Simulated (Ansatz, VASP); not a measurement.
TaN in VASP and in Ansatz

File INCAR:

```
PREC     = Accurate       # precision mode
ENCUT    = 600            # plane-wave cutoff, eV
EDIFF    = 1E-6           # SCF threshold, eV
ISMEAR   = -1             # smearing method
SIGMA    = 0.05           # smearing width, eV
LREAL    = False          # projectors in reciprocal space
LASPH    = True           # aspherical terms in the spheres
NELM     = 80             # most SCF steps
ALGO     = Normal         # electronic algorithm
ISIF     = 3              # what is computed and relaxed
LWAVE    = False          # write WAVECAR
LCHARG   = False          # write CHGCAR
GGA      = RP             # functional
IBRION   = 2              # ionic algorithm
NSW      = 40             # ionic steps
EDIFFG   = -0.01          # ionic threshold
```

The input KPOINTS:

```
Automatic mesh
0
Gamma
  7 7 4
```

The input POSCAR:

```
TaN
1.0
    2.9217699809      0.0000000000      0.0000000000
   -1.4608849905      2.5303270275      0.0000000000
    0.0000000000      0.0000000000      5.9165150000
Ta N
2 2
Direct
    0.0000000000      0.0000000000      0.5000000000
    0.0000000000      0.0000000000      0.0000000000
    0.3333333333      0.6666666667      0.2500000000
    0.6666666667      0.3333333333      0.7500000000
```

File input.yaml:

```yaml
crystal:
  lattice:
    - [2.9217699809, 0.0, 0.0]
    - [-1.4608849905, 2.5303270275, 0.0]
    - [0.0, 0.0, 5.916515]
  atoms:
    - { symbol: Ta, position: [0.0, 0.0, 0.5] }
    - { symbol: Ta, position: [0.0, 0.0, 0.0] }
    - { symbol: "N", position: [0.3333333333, 0.6666666667, 0.25] }
    - { symbol: "N", position: [0.6666666667, 0.3333333333, 0.75] }
hamiltonian:
  xc: rpbe
  pseudopotentials: { kind: paw }
kpoints:
  mp_grid: { grid: [7, 7, 4] }
scf:
  occupations: { method: fermi_dirac, width: 0.05 }
output:
  forces: true
  stress: true
  eigenvalues: true
  write_density: true
  write_potential: true
  elf: true
  volumetric_format: npy
relax:
  f_tol: 0.01
  max_steps: 40
  cell: { stress_tol: 0.05 }
```

The cell comes from a database or a generator and needn't be the stable form of this composition.

Alike in both runs: task relaxation of cell and atoms; functional RPBE; k mesh 7 × 7 × 4; occupations fermi-dirac, width 0.05 eV; no spin polarisation.

|  | VASP | Ansatz |
| --- | --- | --- |
| version | VASP 6.6.1 | Ansatz 0.2.0 |
| potentials or method | VASP PAW PBE potentials, release 64 (Ta_pv, N) | Ansatz PAW |
| plane-wave cutoff (eV) | 600 | 420 |
| valence electrons in the cell | 32 | 36 |

|  | VASP | Ansatz | Ansatz less VASP |
| --- | --- | --- | --- |
| gap on the k mesh at the Fermi level, each at its own relaxed structure (eV) | none | none | - |
| relaxed volume (Å³/atom) | 11.07 | 11.05 | -0.018 |
| relaxed cell length with the largest relative difference (Å) | 2.930 | 2.928 | -0.0017 |
| energy change over the relaxation (meV/atom) | -2 | -2 | +0.5 |

A gap of «none» marks a metal or a gap that the smearing closes. The two sets of potentials don't hold the same shells in valence.

Caveats: the PAW data sets were made with another functional, which shifts forces and pressure a little (VASP); the plane-wave basis is chosen anew once the cell has moved, so the energies of steps on either side of that aren't comparable (Ansatz); the pressure holds a Pulay correction of +0.4 GPa for the finite cutoff (Ansatz); the PAW data sets come from PBE, with cores solved anew for the run's functional, which leaves a small shift of forces and pressure (Ansatz). The runs have no spin-orbit coupling, so splittings on Ta are missing.
